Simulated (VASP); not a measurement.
TlBr, 2 atoms in the cell. The structure is cubic, space group Pm-3m (No. 221). Conventional cell: a = 3.899 Å, b = 3.899 Å, c = 3.899 Å, α = 90.00°, β = 90.00°, γ = 90.00°. Tl (site symmetry m-3m) is surrounded by 8 Br at 3.38 Å. Br (site symmetry m-3m) is surrounded by 8 Tl at 3.38 Å. The cell was built by a generator and needn't be a form met in nature.

```yaml
Program: VASP 6.6.1
Task: single point
Functional: PBE
Potentials_or_basis: VASP PAW PBE potentials, release 64 (Tl_d, Br)
Cutoff: 520 eV
k_mesh: 5 × 5 × 5
Occupations: fermi-dirac, width 0.1 eV
Spin: non-collinear spin, zero start, spin-orbit coupling
Starting_moments: "[[0.0, 0.0, 0.0], [0.0, 0.0, 0.0]] μB"
Dipole_correction: no
Further_INCAR_settings: ALGO = Fast; EDIFF = 1e-06; NBANDS = 32
```

Potentials or basis: VASP PAW PBE potentials, release 64 (Tl_d, Br).

Command:

```bash
$ cat potpaw_PBE.64/Tl_d/POTCAR potpaw_PBE.64/Br/POTCAR > POTCAR
$ mpirun -np 1 vasp_ncl > vasp.out
```

Hardware: 1 thread of Intel(R) Xeon(R) 6975P-C (Granite Rapids), on a shared host.

**Question.** Estimate the wall time of this run.

**Answer.** It took 39 s on 1 thread of Intel(R) Xeon(R) 6975P-C (Granite Rapids), on a shared host, peak memory 0.26 GiB. Counts: scf iterations 12, k points 10.
